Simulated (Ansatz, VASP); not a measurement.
## CuAu in VASP and in Ansatz

File INCAR:

```
ALGO = Normal
EDIFF = 1E-7
ENCUT = 520
GGA = PE
ISIF = 2
ISMEAR = -1
LASPH = T
LCHARG = F
LREAL = F
LWAVE = F
NBANDS = 18
NELM = 60
PREC = Accurate
SIGMA = 0.05
```

Contents of KPOINTS:

```
k-points
0
Gamma
  9 9 7
```

POSCAR

```
CuAu
1.0
    2.7918847965      0.0000000000      0.0000000000
    0.0000000000      2.7918847965      0.0000000000
    0.0000000000      0.0000000000      3.6602677112
Au Cu
1 1
Direct
    0.0000000000      0.0000000000      0.0000000000
    0.5000000000      0.5000000000      0.5000000000
```

File input.yaml:

```yaml
crystal:
  lattice:
    - [2.7918847965, 0.0, 0.0]
    - [0.0, 2.7918847965, 0.0]
    - [0.0, 0.0, 3.6602677112]
  atoms:
    - { symbol: Au, position: [0.0, 0.0, 0.0] }
    - { symbol: Cu, position: [0.5, 0.5, 0.5] }
hamiltonian:
  xc: pbe
  pseudopotentials: { kind: paw }
kpoints:
  mp_grid: { grid: [9, 9, 7] }
scf:
  occupations: { method: fermi_dirac, width: 0.05 }
output:
  forces: true
  stress: true
  eigenvalues: true
  write_density: true
  write_potential: true
  elf: true
  volumetric_format: npy
```

Change from the starting cell: volume scaled by 0.98.

Alike in both runs: task single point; functional PBE; k mesh 9 × 9 × 7; occupations fermi-dirac, width 0.05 eV; no spin polarisation.

|  | VASP | Ansatz |
| --- | --- | --- |
| version | VASP 6.6.1 | Ansatz 0.2.0 |
| potentials or method | VASP PAW PBE potentials, release 64 (Au, Cu) | Ansatz PAW |
| plane-wave cutoff (eV) | 520 | 420 |
| valence electrons in the cell | 22 | 38 |

VASP gave:

| Quantity | Value |
| --- | --- |
| gap on the k mesh at the Fermi level (eV) | none |
| pressure (GPa) | 8.0 |
| largest component of the traceless stress (GPa) | 0.58 |

Problem. What did Ansatz give for the same quantities?

Solution. gap on the k mesh at the Fermi level (eV): none; pressure (GPa): 8.1; largest component of the traceless stress (GPa): 0.64.

A gap of «none» marks a metal or a gap that the smearing closes. With one functional, cell and mesh, what is left measures potentials, basis and numerics. The two sets of potentials don't hold the same shells in valence.

Spin-orbit coupling is left out, which matters for the levels of Au.
